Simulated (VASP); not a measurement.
# TiO2 (Anatase) (I4_1/amd) in VASP: notebook, part 2 of 2

VASP 6.6.1.

## Step 4: Band structure, r2SCAN

File INCAR:

```
PREC = Accurate
ENCUT = 520
EDIFF = 1E-6
ISMEAR = 0
SIGMA = 0.03
LREAL = F
LASPH = T
NELM = 80
ALGO = Normal
ISIF = 2
LWAVE = F
LCHARG = F
LMAXMIX = 4
METAGGA = R2SCAN
LMIXTAU = T
NBANDS = 33
KPAR = 2
```

File KPOINTS:

```
Automatic mesh
0
Gamma
  10 10 10
```

File POSCAR:

```
TiO2                                    
1.0
   -1.8860493893      1.8860493893      4.7794972993
    1.8860493893     -1.8860493893      4.7794972993
    1.8860493893      1.8860493893     -4.7794972993
  Ti              O             
     2     4
Direct
     0.0000000000000000    0.0000000000000000    0.0000000000000000
     0.7500000000000000    0.2500000000000000    0.5000000000000000
     0.2075587146242199    0.2075587146242199    0.0000000000000000
     0.9575587146242199    0.4575587146242199    0.5000000000000000
     0.5424412853757801    0.0424412853757801    0.5000000000000000
     0.7924412853757801    0.7924412853757801    0.0000000000000000
```

KPOINTS_OPT is that of step 3.

Potentials or basis: VASP PAW PBE potentials, release 64 (Ti_sv, O).

Started as:

```bash
$ cat potpaw_PBE.64/Ti_sv/POTCAR potpaw_PBE.64/O/POTCAR > POTCAR
$ mpirun -np 2 vasp_std > vasp.out
```

OUTCAR:

```text
PREC = Accurate
   ENCUT = 520
   EDIFF = 1E-6
   ISMEAR = 0
   LREAL = F
   LASPH = T
   NELM = 80
   ISIF = 2
   METAGGA = R2SCAN

 ion  position               nearest neighbor table
   1  0.000  0.000  0.000-   5 1.93   4 1.93   5 1.93   4 1.93   3 1.98   6 1.98
   2  0.750  0.250  0.500-   6 1.93   3 1.93   6 1.93   3 1.93   4 1.98   5 1.98
   3  0.208  0.208  0.000-   2 1.93   2 1.93   1 1.98
   4  0.958  0.458  0.500-   1 1.93   1 1.93   2 1.98
   5  0.542  0.042  0.500-   1 1.93   1 1.93   2 1.98
   6  0.792  0.792  0.000-   2 1.93   2 1.93   1 1.98

  LATTYP: Found a body centered tetragonal cell.
 ALAT       =     3.7720987786
 C/A-ratio  =     2.5341315696

  Lattice vectors:

 A1 = (  -1.8860493893,   1.8860493893,   4.7794972993)
 A2 = (   1.8860493893,  -1.8860493893,   4.7794972993)
 A3 = (   1.8860493893,   1.8860493893,  -4.7794972993)

Analysis of symmetry for initial positions (statically):
=====================================================================
 Subroutine PRICEL returns:
 Original cell was already a primitive cell.

 Routine SETGRP: Setting up the symmetry group for a
 body centered tetragonal supercell.

 Subroutine GETGRP returns: Found 16 space group operations
 (whereof  8 operations were pure point group operations)
 out of a pool of 16 trial point group operations.

The static configuration has the point symmetry D_2d.
 The point group associated with its full space group is D_4h.

Analysis of symmetry for dynamics (positions and initial velocities):
=====================================================================
 Subroutine PRICEL returns:
 Original cell was already a primitive cell.

 Routine SETGRP: Setting up the symmetry group for a
 body centered tetragonal supercell.

 Subroutine GETGRP returns: Found 16 space group operations
 (whereof  8 operations were pure point group operations)
 out of a pool of 16 trial point group operations.

The dynamic configuration has the point symmetry D_2d.
 The point group associated with its full space group is D_4h.

[... 130 lines left out ...]
   LORBIT       =      0    0 simple, 1 ext, 2 COOP (PROOUT), +10 PAW based schemes
   METAGGA = R2SCAN    functional components
   LHFCALC =     F    Hartree Fock is set to
   AEXX    =    0.0000 exact exchange contribution
   IVDW    =     0    specifies the selected vdW correction
   LEPSILON=     F    determine dielectric tensor
   LRPA    =     F    only Hartree local field effects (RPA)
 non-spin polarized calculation
 Gauss-broadening in eV      SIGMA  =   0.03
  energy-cutoff  :      520.00
  volume of cell :       68.01
 maximum number of plane-waves:      1850
 NGX is ok and might be reduce to    42
   NGX = 21   NGY = 21   NGZ = 21

 number of electron      47.9999993 magnetization

 Free energy of the ion-electron system (eV)
  ---------------------------------------------------
  ext. energy  EPLUGINS =         0.00000000
  ---------------------------------------------------
  free energy    TOTEN  =       -69.85355724 eV

  energy without entropy =      -69.85355724  energy(sigma->0) =      -69.85355724

 E-fermi :   3.2131     XC(G=0): -11.4774

 val. band max:        3.0595693340   @ k =  -0.4000   0.4000   0.0000
 cond. band min:       5.6283530887   @ k =   0.0000   0.0000   0.0000
 fundamental gap:      2.5687837546
 Fermi energy:         3.2131279053

 k-point     1 :       0.0000    0.0000    0.0000
  band No.  band energies     occupation
      1     -55.4969      2.00000
      2     -55.4362      2.00000
      3     -30.9216      2.00000
      4     -30.6696      2.00000
      5     -30.6696      2.00000
      6     -30.5988      2.00000
[... 853 lines left out ...]
     32       9.9993      0.00000
     33      10.9322      0.00000

 [... further k-points ...]

------------------------ aborting loop because EDIFF is reached ----------------------------------------

  FORCE on cell =-STRESS in cart. coord.  units (eV):
  Direction    XX          YY          ZZ          XY          YZ          ZX
  --------------------------------------------------------------------------------------
  -------------------------------------------------------------------------------------
  Total        1.0719804      1.0719804      0.9188369      0.0000000      0.0000000      0.0000000
  in kB       25.2551005     25.2551005     21.6471478      0.0000000      0.0000000      0.0000000
  external PRESSURE =      24.0524496 kB  Pullay stress =       0.0000000 kB

 VOLUME and BASIS-vectors are now :
 -----------------------------------------------------------------------------
  energy-cutoff  :      520.00
  volume of cell :       68.01
      direct lattice vectors                 reciprocal lattice vectors
    -1.886049389  1.886049389  4.779497299     0.000000000  0.265104404  0.104613512
     1.886049389 -1.886049389  4.779497299     0.265104404  0.000000000  0.104613512
     1.886049389  1.886049389 -4.779497299     0.265104404  0.265104404  0.000000000

 POSITION                                       TOTAL-FORCE (eV/Angst)
 -----------------------------------------------------------------------------------
      0.00000      0.00000      0.00000        -0.000000     -0.000000      0.000000
      0.00000      1.88605      2.38975        -0.000000     -0.000000      0.000000
      0.00000      0.00000      1.98405        -0.000000      0.000000      0.029832
      0.00000      1.88605      4.37380         0.000000     -0.000000      0.029832
      0.00000      1.88605      0.40570         0.000000     -0.000000     -0.029832
      0.00000      0.00000      7.57494        -0.000000      0.000000     -0.029832
 -----------------------------------------------------------------------------------
    total drift:                                0.000000      0.000000      0.000000

  FREE ENERGIE OF THE ION-ELECTRON SYSTEM (eV)
  ---------------------------------------------------
  free  energy   TOTEN  =       -69.8535572394 eV

  energy  without entropy=      -69.8535572394  energy(sigma->0) =      -69.85355724
```

stdout:

```text
POSCAR found type information on POSCAR TiO
 POSCAR found :  2 types and       6 ions
 scaLAPACK will be used
 -----------------------------------------------------------------------------
|                                                                             |
|                                                                             |
|     You enforced a specific xc type in the INCAR file but a different       |
|     I HOPE YOU KNOW WHAT YOU ARE DOING!                                     |
|                                                                             |
 -----------------------------------------------------------------------------

 LDA part: xc-table for (None), standard interpolation
 POSCAR, INCAR and KPOINTS ok, starting setup
 FFT: planning ... GRIDC
 FFT: planning ... GRID_SOFT
 FFT: planning ... GRID
 WAVECAR not read
 entering main loop
 Start KPOINTS_OPT (optional k-point list driver)
k-point batch [1-102\188]
k-point batch [103-188\188]
```

Run time: 18 min. Hardware: 2 MPI ranks of Intel Xeon 6975P-C (Granite Rapids), shared host; peak memory 0.46 GiB.

What came out:

```yaml
Free_energy: -69.8536 eV
Pressure: 2.4 GPa
Largest_force: 0.030 eV/Å
Band_gap_on_the_k_mesh: 2.57 eV, indirect (least direct gap 2.91 eV)
Band_gap_along_the_path: 2.55 eV, indirect (least direct gap 2.91 eV)
```

Forces on the atoms (eV/Å):
```
Ti   0.000  0.000  0.000
Ti   0.000  0.000  0.000
O    0.000  0.000  0.030
O    0.000  0.000  0.030
O    0.000  0.000 -0.030
O    0.000  0.000 -0.030
```

Stress tensor (GPa, compression positive):
```
2.53 0.00 0.00
0.00 2.53 0.00
0.00 0.00 2.16
```

Levels at the corners of the path, in eV from the valence-band top:
```csv
point,band 20,band 21,band 22,band 23,band 24,band 25,band 26,band 27,band 28,band 29
Γ,-0.84,-0.81,-0.81,-0.49,-0.49,2.55,3.28,4.47,4.47,4.48
X,-2.75,-2.11,-2.11,-0.05,-0.05,3.76,3.76,4.23,4.23,5.36
X,-2.75,-2.11,-2.11,-0.05,-0.05,3.76,3.76,4.23,4.23,5.36
Y,-2.86,-1.94,-1.94,-0.09,-0.09,3.73,3.73,4.17,4.17,5.24
Y,-2.86,-1.94,-1.94,-0.09,-0.09,3.73,3.73,4.17,4.17,5.24
S,-1.89,-1.25,-0.98,-0.93,-0.86,3.66,3.94,3.99,4.02,4.70
S,-1.89,-1.25,-0.98,-0.93,-0.86,3.66,3.94,3.99,4.02,4.70
Γ,-0.84,-0.81,-0.81,-0.49,-0.49,2.55,3.28,4.47,4.47,4.48
Γ,-0.84,-0.81,-0.81,-0.49,-0.49,2.55,3.28,4.47,4.47,4.48
Z,-1.41,-1.31,-1.31,-0.13,-0.13,2.91,2.91,4.24,4.24,4.73
Z,-1.41,-1.31,-1.31,-0.13,-0.13,2.91,2.91,4.24,4.24,4.73
S1,-1.89,-1.25,-0.98,-0.93,-0.86,3.66,3.94,3.99,4.02,4.70
S1,-1.89,-1.25,-0.98,-0.93,-0.86,3.66,3.94,3.99,4.02,4.70
N,-2.02,-1.98,-0.98,-0.88,-0.69,3.69,3.97,4.01,4.07,4.74
N,-2.02,-1.98,-0.98,-0.88,-0.69,3.69,3.97,4.01,4.07,4.74
P,-3.08,-1.65,-1.65,-0.24,-0.24,3.99,3.99,4.01,4.01,5.35
P,-3.08,-1.65,-1.65,-0.24,-0.24,3.99,3.99,4.01,4.01,5.35
Y1,-2.86,-1.94,-1.94,-0.09,-0.09,3.73,3.73,4.17,4.17,5.24
Y1,-2.86,-1.94,-1.94,-0.09,-0.09,3.73,3.73,4.17,4.17,5.24
Z,-1.41,-1.31,-1.31,-0.13,-0.13,2.91,2.91,4.24,4.24,4.73
X,-2.75,-2.11,-2.11,-0.05,-0.05,3.76,3.76,4.23,4.23,5.36
P,-3.08,-1.65,-1.65,-0.24,-0.24,3.99,3.99,4.01,4.01,5.35
```

Caveat: the PAW data sets were made with another functional, which shifts forces and pressure a little. r2SCAN opens gaps a little over a GGA but as a rule still falls short of measured ones.

## Step 5: Band structure, TB-mBJ

POSCAR is that of step 4.

File INCAR.step1:

```
PREC = Accurate
ENCUT = 520
EDIFF = 1E-5
ISMEAR = 0
SIGMA = 0.03
LREAL = F
LASPH = T
NELM = 80
ALGO = Normal
ISIF = 2
LWAVE = T
LCHARG = F
LMAXMIX = 4
NBANDS = 33
KPAR = 2
GGA = PE
```

File INCAR.step2:

```
PREC = Accurate
ENCUT = 520
EDIFF = 1E-6
ISMEAR = 0
SIGMA = 0.03
LREAL = F
LASPH = T
NELM = 80
ALGO = Normal
ISIF = 2
LWAVE = F
LCHARG = F
LMAXMIX = 4
METAGGA = MBJ
NBANDS = 33
KPAR = 2
ISTART = 1
```

KPOINTS is that of step 4.

KPOINTS_OPT is that of step 4.

Potentials or basis: VASP PAW PBE potentials, release 64 (Ti_sv, O).

Started as:

```bash
$ cat potpaw_PBE.64/Ti_sv/POTCAR potpaw_PBE.64/O/POTCAR > POTCAR
$ cp INCAR.step1 INCAR
$ mpirun -np 2 vasp_std > vasp.out
$ cp INCAR.step2 INCAR
$ mpirun -np 2 vasp_std > vasp.out
```

OUTCAR:

```text
PREC = Accurate
   ENCUT = 520
   EDIFF = 1E-6
   ISMEAR = 0
   LREAL = F
   LASPH = T
   NELM = 80
   ISIF = 2
   METAGGA = MBJ
   ISTART = 1

 ion  position               nearest neighbor table
   1  0.000  0.000  0.000-   5 1.93   4 1.93   5 1.93   4 1.93   3 1.98   6 1.98
   2  0.750  0.250  0.500-   6 1.93   3 1.93   6 1.93   3 1.93   4 1.98   5 1.98
   3  0.208  0.208  0.000-   2 1.93   2 1.93   1 1.98
   4  0.958  0.458  0.500-   1 1.93   1 1.93   2 1.98
   5  0.542  0.042  0.500-   1 1.93   1 1.93   2 1.98
   6  0.792  0.792  0.000-   2 1.93   2 1.93   1 1.98

  LATTYP: Found a body centered tetragonal cell.
 ALAT       =     3.7720987786
 C/A-ratio  =     2.5341315696

  Lattice vectors:

 A1 = (  -1.8860493893,   1.8860493893,   4.7794972993)
 A2 = (   1.8860493893,  -1.8860493893,   4.7794972993)
 A3 = (   1.8860493893,   1.8860493893,  -4.7794972993)

Analysis of symmetry for initial positions (statically):
=====================================================================
 Subroutine PRICEL returns:
 Original cell was already a primitive cell.

 Routine SETGRP: Setting up the symmetry group for a
 body centered tetragonal supercell.

 Subroutine GETGRP returns: Found 16 space group operations
 (whereof  8 operations were pure point group operations)
 out of a pool of 16 trial point group operations.

The static configuration has the point symmetry D_2d.
 The point group associated with its full space group is D_4h.

Analysis of symmetry for dynamics (positions and initial velocities):
=====================================================================
 Subroutine PRICEL returns:
 Original cell was already a primitive cell.

 Routine SETGRP: Setting up the symmetry group for a
 body centered tetragonal supercell.

 Subroutine GETGRP returns: Found 16 space group operations
[... 134 lines left out ...]
  Fermi-wavevector in a.u.,A,eV,Ry     =   1.457603  2.754469 28.907010  2.124605
  Thomas-Fermi vector in A             =   2.574385
   LORBIT       =      0    0 simple, 1 ext, 2 COOP (PROOUT), +10 PAW based schemes
   METAGGA = MBJ    functional components
   LHFCALC =     F    Hartree Fock is set to
   AEXX    =    0.0000 exact exchange contribution
   IVDW    =     0    specifies the selected vdW correction
   LEPSILON=     F    determine dielectric tensor
   LRPA    =     F    only Hartree local field effects (RPA)
 non-spin polarized calculation
 Gauss-broadening in eV      SIGMA  =   0.03
  energy-cutoff  :      520.00
  volume of cell :       68.01
 maximum number of plane-waves:      1850
 NGX is ok and might be reduce to    42
   NGX = 21   NGY = 21   NGZ = 21

 number of electron      47.9999993 magnetization

 Free energy of the ion-electron system (eV)
  ---------------------------------------------------
  ext. energy  EPLUGINS =         0.00000000
  ---------------------------------------------------
  free energy    TOTEN  =       120.92166272 eV

  energy without entropy =      120.92166272  energy(sigma->0) =      120.92166272

 E-fermi :   4.4146     XC(G=0):  -9.5110

 val. band max:        4.2626568009   @ k =  -0.4000   0.4000   0.0000
 cond. band min:       7.4280374978   @ k =   0.0000   0.0000   0.0000
 fundamental gap:      3.1653806969
 Fermi energy:         4.4145733827

 k-point     1 :       0.0000    0.0000    0.0000
  band No.  band energies     occupation
      1     -53.3060      2.00000
      2     -53.2508      2.00000
      3     -28.9067      2.00000
      4     -28.6639      2.00000
      5     -28.6638      2.00000
      6     -28.5994      2.00000
[... 853 lines left out ...]
     32      11.0210      0.00000
     33      11.9395      0.00000

 [... further k-points ...]

------------------------ aborting loop because EDIFF is reached ----------------------------------------

  FORCE on cell =-STRESS in cart. coord.  units (eV):
  Direction    XX          YY          ZZ          XY          YZ          ZX
  --------------------------------------------------------------------------------------
  -------------------------------------------------------------------------------------
  Total     -190.7171324   -190.7171324   -192.6610915      0.0000000      0.0000000      0.0000000
  in kB    -4493.1607470  -4493.1607470  -4538.9590489      0.0000000      0.0000000      0.0000000
  external PRESSURE =   -4508.4268476 kB  Pullay stress =       0.0000000 kB

 VOLUME and BASIS-vectors are now :
 -----------------------------------------------------------------------------
  energy-cutoff  :      520.00
  volume of cell :       68.01
      direct lattice vectors                 reciprocal lattice vectors
    -1.886049389  1.886049389  4.779497299     0.000000000  0.265104404  0.104613512
     1.886049389 -1.886049389  4.779497299     0.265104404  0.000000000  0.104613512
     1.886049389  1.886049389 -4.779497299     0.265104404  0.265104404  0.000000000

 POSITION                                       TOTAL-FORCE (eV/Angst)
 -----------------------------------------------------------------------------------
      0.00000      0.00000      0.00000         0.000000      0.000000      0.000000
      0.00000      1.88605      2.38975         0.000000      0.000000      0.000000
      0.00000      0.00000      1.98405        -0.000000      0.000000      0.269389
      0.00000      1.88605      4.37380         0.000000     -0.000000      0.269389
      0.00000      1.88605      0.40570         0.000000     -0.000000     -0.269389
      0.00000      0.00000      7.57494        -0.000000      0.000000     -0.269389
 -----------------------------------------------------------------------------------
    total drift:                                0.000000      0.000000      0.000000

  FREE ENERGIE OF THE ION-ELECTRON SYSTEM (eV)
  ---------------------------------------------------
  free  energy   TOTEN  =       120.9216627209 eV

  energy  without entropy=      120.9216627209  energy(sigma->0) =      120.92166272
```

It took 14 min on 2 MPI ranks of Intel Xeon 6975P-C (Granite Rapids), shared host; peak memory 0.49 GiB.

What came out:

```yaml
Band_gap_on_the_k_mesh: 3.17 eV, indirect (least direct gap 3.50 eV)
Band_gap_along_the_path: 3.15 eV, indirect (least direct gap 3.50 eV)
```

Levels at the corners of the path, in eV from the valence-band top:
```
point  band 22  band 23  band 24  band 25  band 26  band 27
    Γ    -0.82    -0.43    -0.43     3.15     3.76     4.90
    X    -1.83    -0.04    -0.04     4.21     4.21     4.56
    X    -1.83    -0.04    -0.04     4.21     4.21     4.56
    Y    -1.69    -0.08    -0.08     4.18     4.18     4.51
    Y    -1.69    -0.08    -0.08     4.18     4.18     4.51
    S    -0.93    -0.87    -0.75     4.17     4.34     4.35
    S    -0.93    -0.87    -0.75     4.17     4.34     4.35
    Γ    -0.82    -0.43    -0.43     3.15     3.76     4.90
    Γ    -0.82    -0.43    -0.43     3.15     3.76     4.90
    Z    -1.24    -0.17    -0.17     3.45     3.45     4.73
    Z    -1.24    -0.17    -0.17     3.45     3.45     4.73
   S1    -0.93    -0.87    -0.75     4.17     4.34     4.35
   S1    -0.93    -0.87    -0.75     4.17     4.34     4.35
    N    -0.91    -0.78    -0.71     4.21     4.29     4.44
    N    -0.91    -0.78    -0.71     4.21     4.29     4.44
    P    -1.50    -0.17    -0.17     4.37     4.37     4.40
    P    -1.50    -0.17    -0.17     4.37     4.37     4.40
   Y1    -1.69    -0.08    -0.08     4.18     4.18     4.51
   Y1    -1.69    -0.08    -0.08     4.18     4.18     4.51
    Z    -1.24    -0.17    -0.17     3.45     3.45     4.73
    X    -1.83    -0.04    -0.04     4.21     4.21     4.56
    P    -1.50    -0.17    -0.17     4.37     4.37     4.40
```

Caveat: the PAW data sets were made with another functional, which shifts forces and pressure a little.

## Step 6: Summary

```csv
level,potentials or basis,gap on the mesh (eV),pressure (GPa),largest force (eV/Å)
PBE,"VASP PAW PBE potentials, release 64 (Ti_sv, O)",2.14,6.5,0.11
LDA,"VASP PAW LDA potentials, release 64 (Ti_sv, O)",2.03,-4.9,0.10
r2SCAN,"VASP PAW PBE potentials, release 64 (Ti_sv, O)",2.57,2.4,0.03
TB-mBJ,"VASP PAW PBE potentials, release 64 (Ti_sv, O)",3.17,-,-
```

Alike in all rows: task band structure; no spin polarisation; cell as given; k mesh 10 × 10 × 10; cutoff (eV) 520; smearing gaussian 0.03 eV.

Caveats: the PAW data sets were made with another functional, which shifts forces and pressure a little (some runs).

Absolute energies hang on the potentials; compare differences alone.
